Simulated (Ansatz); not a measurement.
**Redistribution: CBrCl3 + C4H8 → C2H3Cl3 + C3H5Br**

Species: CBrCl3 `ClC(Cl)(Cl)Br`, singlet; C4H8 (1-butene) `C=CCC`, singlet; C2H3Cl3 (1,1,1-trichloroethane) `CC(Cl)(Cl)Cl`, singlet; C3H5Br `C=CCBr`, singlet. The partners trade Br for CH3; both sit on C, so the bond types are kept.

Shapes, held fixed at every level: PBE0-D4/def2-TZVP. Flexible molecules stand in one conformer, not always the lowest. Programs: Ansatz 0.2.0. The zero-point and thermal change to 298 K, harmonic and unscaled (PBE0-D4/def2-TZVP), is +1.9 kJ/mol.

**The experiment to reproduce.** Tabulated heats of formation (Active Thermochemical Tables, CRC Handbook of Chemistry and Physics): CBrCl3 -43.0 (ATcT); C4H8 0.0 (ATcT); C2H3Cl3 -144.4 (CRC); C3H5Br +45.2 (CRC) kJ/mol, which give ΔH(298 K) = -56.1 kJ/mol.

```csv
level,kind,ΔH (kJ/mol),computed − measured,CPU time (all species)
HF/def2-TZVPP,Hartree–Fock,-76.9,-20.7,–
SPW92/def2-TZVPP,LDA,-53.1,+3.1,15 s
B3LYP-D4/def2-TZVPP,global hybrid,-59.0,-2.9,57 s
PBE0-D4/def2-TZVPP,global hybrid,-58.8,-2.7,36 s
r2SCAN0-D4/def2-TZVPP,global hybrid,-63.9,-7.8,58 s
MP2/def2-TZVPP,perturbation theory,-59.7,-3.5,–
CCSD(T)/def2-TZVPP,coupled cluster or CI,-62.8,-6.7,13 min
```

Nearest: PBE0-D4/def2-TZVPP (-2.7); farthest: HF/def2-TZVPP (-20.7). 6 of 7 levels lie within 10 kJ/mol. The heats of C2H3Cl3, C3H5Br come from older tables and can be uncertain by 10 kJ/mol or more. Relativity is left out for Br. Outer-core shells of Br are correlated in most correlated rows, in sets that cover them unevenly. Times are processor times on shared x86 and Arm servers, and rough.
